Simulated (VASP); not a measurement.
The system is NiO2.

```xyz
3
Lattice="2.7988 0.0000 0.0000 -1.3994 2.4238 0.0000 0.0000 0.0000 4.6183" Properties=species:S:1:pos:R:3 pbc="T T T"
Ni    0.0000    0.0000    2.3091
O     0.0000    1.6159    1.3576
O     1.3994    0.8079    3.2607
```

The cell comes from a database or a generator and needn't be the stable form of this composition.

Program: VASP 6.6.1. Alike in all runs: task band structure; spin collinear, ferromagnetic start; cell as given; k mesh 8 × 8 × 5; cutoff (eV) 520; smearing fermi-dirac 0.05 eV.

**Question.** Order these runs on this cell by their pressure, lowest first.
A. level LDA; potentials or basis VASP PAW LDA potentials, release 64 (Ni, O); further INCAR settings ALGO = Conjugate; EDIFF = 1e-08; other keys EDIFF = 1e-08; ALGO = Conjugate
B. level SCAN; potentials or basis VASP PAW PBE potentials, release 64 (Ni, O); further INCAR settings ALGO = Normal; EDIFF = 1e-06
C. level TPSS; potentials or basis VASP PAW PBE potentials, release 64 (Ni, O); further INCAR settings ALGO = Normal; EDIFF = 1e-06

**Answer.** A (-10.5 GPa), B (-5.5 GPa), C (2.2 GPa).

Caveats: the PAW data sets were made with another functional, which shifts forces and pressure a little (some runs).
